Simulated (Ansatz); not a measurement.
# ZrSe2: equation of state with PBE+D3(BJ)

The system is ZrSe2.

```xyz
3
Lattice="3.7980 0.0000 0.0000 -1.8990 3.2892 0.0000 0.0000 0.0000 6.1920" Properties=species:S:1:pos:R:3 pbc="T T T"
Zr    0.0000    0.0000    0.0000
Se    1.8990    1.0964    4.6440
Se    0.0000    2.1928    1.5480
```

```yaml
Program: Ansatz 0.2.0
Task: equation of state
Functional: PBE
Dispersion: D3(BJ)
Potentials_or_basis: Ansatz PAW
Cutoff: 420 eV
Density_cutoff: 1680 eV
k_mesh: 8 × 8 × 5
Occupations: fermi-dirac, width 0.05 eV
Spin: no spin polarisation
```

- Equilibrium volume: 25.61 Å³/atom
- Bulk modulus at fixed shape and positions: 80 GPa
- Pressure derivative of the bulk modulus: 4.1

Energy against volume, from the lowest point:
```
volume (Å³/atom)  energy (meV/atom)
          24.237              19.84
          24.753               7.26
          25.268               0.85
          25.784               0.00
          26.300               4.17
          26.815              12.86
          27.331              25.64
```

All runs of the series together: 17 s on 2 threads of Arm Neoverse V2, with other jobs on the host.

Caveat: the cell was scaled at fixed shape and fractional positions, which overstates the stiffness of a crystal with free parameters, most of all of layers and chains.
